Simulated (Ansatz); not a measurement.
# Co under changes of volume

One of the cells (10.688 Å³/atom); the others are scaled copies at fixed shape and fractional positions:

```
CELL_PARAMETERS angstrom
2.47056 0.00000 0.00000
-1.23528 2.13957 0.00000
0.00000 0.00000 8.08823
ATOMIC_POSITIONS crystal
Co 0.66667 0.33333 0.75000
Co 0.00000 0.00000 0.50000
Co 0.33333 0.66667 0.25000
Co 0.00000 0.00000 0.00000
```

| Property | Result |
| --- | --- |
| Program | Ansatz 0.2.0 |
| Functional | PBE |
| Potentials or basis | Ansatz PAW earlier set |
| Cutoff | 1000 eV |
| Density cutoff | 4000 eV |
| k mesh | 12 × 12 × 4 |
| Occupations | fermi-dirac, width 0.05 eV |
| Spin | collinear spin, ferromagnetic start |
| Starting moments | [2.0, 2.0, 2.0, 2.0] μB |

| volume (Å³/atom) | energy over the lowest point (meV/atom) | pressure (GPa) | moment (μB per cell) |
| --- | --- | --- | --- |
| 10.047 | 51.91 | 20.5 | 6.27 |
| 10.261 | ? | ? | ? |
| 10.475 | 12.58 | 9.4 | 6.52 |
| 10.688 | 3.19 | 4.6 | 6.61 |
| 10.902 | 0.00 | 0.2 | 6.68 |
| 11.116 | 2.40 | -3.7 | 6.74 |
| 11.330 | 9.73 | -7.2 | 6.80 |

**Question.** What does the run at 10.261 Å³/atom give?

**Answer.** Energy over the lowest point 28.66 meV/atom; pressure 14.6 GPa; moment 6.40 μB per cell.

Worked out: A Birch-Murnaghan fit of order 3 (a polynomial in V^(-2/3)) to the other rows has its minimum at 10.92 Å³/atom with B0 = V·E''(V) = 211 GPa and B' = 3.7 at fixed shape and positions, which overstates the stiffness. It gives 28.55 meV/atom at 10.261 Å³/atom, against the run's 28.66, and -dE/dV = 14.7 GPa, against 14.6. A parabola through the other rows of the moment, of slope 0.559 μB per Å³/atom there, gives 6.40 μB, against the run's 6.40.

Energies are extrapolated to zero smearing.
